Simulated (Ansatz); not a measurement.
## FeS2 — ⁵⁷Fe Mössbauer parameters

Cell: a refined structure from the COD, taken as it stands.

Space group Pa-3 (No. 205); a = 5.4178 Å.

| site | Wyckoff | site symmetry | x | y | z |
| --- | --- | --- | --- | --- | --- |
| Fe | 4a | .-3. | 0.0000 | 0.0000 | 0.0000 |
| S | 8c | .3. | 0.3848 | 0.3848 | 0.3848 |

One atom of each set is listed.

All values are calculated (Ansatz; DFT, PBE, plane waves and PAW, scalar-relativistic, collinear spin, 420 eV cutoff, Γ-centred 8×8×8 k-points, Fermi–Dirac smearing 0.05 eV), not measured. Start moments as typed (μB): 3 on each Fe, none on the rest.

Isomer shifts (against α-Fe) follow from the electron density at the nucleus, δ = α(ρ − ρ₀), with α = -0.366 mm s⁻¹ a₀³ and ρ₀ = 14904.00 a₀⁻³ from a line fitted to 10 measured compounds at this level of theory (rms miss 0.11 mm/s). ΔE_Q = ½eQV_zz(1 + η²/3)^½ with Q = 0.160 b for the 14.4 keV state.

(1) What would the ⁵⁷Fe spectrum's parameters be?

## Answers

(1) 

```json
{"site": "Fe", "atoms": "4", "first shell": "6 S at 2.26 Å", "ρ − ρ₀ (a₀⁻³)": "-0.87", "δ (mm/s)": "0.32", "ΔE_Q (mm/s)": "-0.62", "η": "0.00"}
```

The shift of Fe is in the range of low-spin iron, and the site carries no moment.

The largest force is 0.3 eV/Å, so the atoms aren't at the calculated equilibrium and relaxing them would move these values. With these PAW files V_zz is typically within 2 to 3 % of all-electron values, but misses above 10 % occur on Fe. The start moments die out, and the run ends without spin.
